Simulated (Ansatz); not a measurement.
Results of r²SCAN (Ansatz, a first-principles code, plane waves, PAW) for zinc-blende ZnTe.

Run with plane-wave cutoff 560 eV, 10×10×10 k mesh, Fermi–Dirac smearing 0.01 eV, scalar-relativistic PAW data made under PBE.

Results at a series of volumes:

| V (Å³/atom) | E − E_lowest (meV/atom) |
|---|---|
| 26.848 | 17.90 |
| 27.420 | 7.65 |
| 27.991 | 1.84 |
| 28.562 | 0.00 |
| 29.133 | 1.71 |
| 29.705 | 6.61 |
| 30.276 | 14.35 |

What bulk modulus B0 and pressure derivative B′ does a third-order Birch–Murnaghan fit give?

V0 = 28.562 Å³/atom, B0 = 49.8 GPa, B′ = 4.5 (fit to the energies at full precision).

Measured, for comparison: bulk modulus 51 ± 3 GPa (room temperature, no zero-point or thermal correction; as tabulated in Determination of phase transition pressures of ZnTe under quasihydrostatic …); equilibrium volume per atom 28.42 Å³/atom (room temperature, no zero-point or thermal correction; as tabulated in Albrecht et al. (1997), arXiv:cond-mat/9706128). Computed less measured: bulk modulus -2.4 % (inside the measured uncertainty), equilibrium volume per atom +0.5 %.

Spin–orbit coupling is not included.

It cost around 120 core-seconds (rough) of CPU time.
